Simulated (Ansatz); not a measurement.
Crystal: Nb.

```xyz
1
Lattice="0.0000 2.1150 2.1150 2.1150 0.0000 2.1150 2.1150 2.1150 0.0000" Properties=species:S:1:pos:R:3 pbc="T T T"
Nb    0.0000    0.0000    0.0000
```

This isn't the form of Nb at room conditions, which is bcc.

* Program: Ansatz 0.2.0
* Task: relaxation of cell and atoms
* Functional: PBE
* Dispersion: D4
* Potentials or basis: Ansatz PAW
* Cutoff: 420 eV (not typed: the program's choice for these potentials)
* k mesh: 11 × 11 × 11
* Occupations: fermi-dirac, width 0.05 eV
* Spin: no spin polarisation

At the start: volume 18.92 Å³/atom.

**Question.** Where does the relaxation end?

**Answer.** It ends after 4 steps and the volume is 18.40 Å³/atom (-2.7 %); space group Fm-3m (No. 225, to 0.05 Å).

The path:
```
step  energy change (eV)  largest force (eV/Å)  volume (Å³)
   1              0.0000                0.0000        18.92
   2             -0.0074                0.0000        18.45
   3             -0.0075                0.0000        18.40
   4             -0.0074                0.0000        18.40
```

Final structure:
```yaml
crystal:
  lattice:
    - [0.00000, 2.09553, 2.09553]
    - [2.09553, 0.00000, 2.09553]
    - [2.09553, 2.09553, 0.00000]
  atoms:
    - { symbol: Nb, position: [0.00000, 0.00000, 0.00000] }
```

Caveat: the plane-wave basis is chosen anew once the cell has moved, so the energies of steps on either side of that aren't comparable; pairwise dispersion overbinds metals, which lowers pressure and volume.
